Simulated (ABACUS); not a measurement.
Input of an ABACUS 3.10.1 run:

INPUT

```
INPUT_PARAMETERS
suffix              InP
calculation         nscf
basis_type          pw
pseudo_dir          ./
symmetry            -1
dft_functional      MGGA_X_M06_L+MGGA_C_M06_L
ecutwfc             82.0
pseudo_rcut         10
nspin               1
nbands              19
ks_solver           dav
smearing_method     fd
smearing_sigma      0.00367493
scf_thr             1e-08
scf_nmax            100
mixing_type         broyden
mixing_beta         0.7
mixing_tau          1
init_chg            file
pw_diag_thr         1e-07
out_band            1
kpar                4
```

The input STRU:

```
ATOMIC_SPECIES
In 114.8180 In_ONCV_PBE-1.2.upf
P 30.9738 P_ONCV_PBE-1.2.upf

LATTICE_CONSTANT
1.8897261246

LATTICE_VECTORS
0.0000000000 2.9305000000 2.9305000000
2.9305000000 0.0000000000 2.9305000000
2.9305000000 2.9305000000 0.0000000000

ATOMIC_POSITIONS
Direct

In
0.0
1
0.0000000000 0.0000000000 0.0000000000 1 1 1

P
0.0
1
0.7500000000 0.7500000000 0.7500000000 1 1 1
```

The input KPT:

```
K_POINTS
12
Line
0.00000000 0.00000000 0.00000000 10 // G
0.50000000 0.00000000 0.50000000 10 // X
0.50000000 0.25000000 0.75000000 10 // W
0.37500000 0.37500000 0.75000000 10 // K
0.00000000 0.00000000 0.00000000 10 // G
0.50000000 0.50000000 0.50000000 10 // L
0.62500000 0.25000000 0.62500000 10 // U
0.50000000 0.25000000 0.75000000 10 // W
0.50000000 0.50000000 0.50000000 10 // L
0.37500000 0.37500000 0.75000000 1 // K
0.62500000 0.25000000 0.62500000 10 // U
0.50000000 0.00000000 0.50000000 1 // X
```

Potentials or basis: SG15 ONCV 1.2 PBE, plane waves.

Launch:

```sh
$ OMP_NUM_THREADS=1 mpirun -np 4 abacus > log
```

(1) Estimate the band gap along the path.

Answers

(1) 0.82 eV, direct.

Caveat: the density is read from an earlier self-consistent run, whose mesh may be coarse; spin-orbit coupling is left out, which moves the levels of the heavy elements.

**What was measured.**

A printed reference work, data compilation reports, for a bulk crystal of InP at 1.6 K: band gap 1.4236 eV (direct).

A measured gap of InP is 1.4236 eV (direct; 1.6 K; a printed reference work, data compilation); the calculated 0.82 eV misses it by -0.60 eV. Spin-orbit coupling on In is left out. The value is that of M06-L, without temperature or zero-point motion.
